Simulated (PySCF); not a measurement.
Species: phenolate, C₆H₅O (charge -1).
Atom-mapped SMILES: `[O-:1][c:2]1[cH:3][cH:4][cH:5][cH:6][cH:7]1`

Lines to be assigned: C 1s: 284.35 (area 2), 284.66 (area 1), 285.28 (area 2), 286.24 (area 1) eV; O 1s: 530.01 eV.

Computed with delta-SCF UKS SCAN, pcX-2 on the ionised atom, pcseg-1 elsewhere, spin-free X2C (PySCF 2.14.0). Geometry: GFN2-xTB; no solvent, vibrations or thermal averaging.

Task: Which carbon gives which C 1s line?

Result: 284.35 eV: C3/C7 (aromatic CH carbon); 284.66 eV: C5 (aromatic CH carbon); 285.28 eV: C4/C6 (aromatic CH carbon); 286.24 eV: C2 (aromatic carbon bearing oxygen). The listed C 1s values span 1.89 eV, from C3/C7 (bonded to 2 C (aromatic in the SMILES) and H) to C2 (bonded to O and 2 C (aromatic in the SMILES)). The widest gap between neighbouring values is 0.96 eV, between 285.28 and 286.24 eV. Summing the Pauling electronegativity differences to the bonded atoms, each weighted by its formal bond order, gives -0.35 for the lowest site and +0.89 for the highest; no listed site has a larger sum than the highest.

Bonded neighbours of each site: O1: C; C2: O and 2 C (aromatic in the SMILES); C3/C7: 2 C (aromatic in the SMILES) and H; C4/C6: 2 C (aromatic in the SMILES) and H; C5: 2 C (aromatic in the SMILES) and H.

Task: Express the binding energy of C 1s of C4/C6 in atomic units and per mole.

Result: 285.28 eV = 10.4838 Eh = 27525 kJ/mol.

The first atom of each set that the bonding makes equivalent was ionised and stands for the set. The unrestricted hole states depart most from a pure doublet (⟨S²⟩ = 0.75; over 0.85 named) for C 1s of C2 (0.93) and C 1s of C4/C6 (0.91), which makes these values less certain. The species carries charge -1, so core ionisation leaves a neutral species. The basis sets have no added diffuse functions.
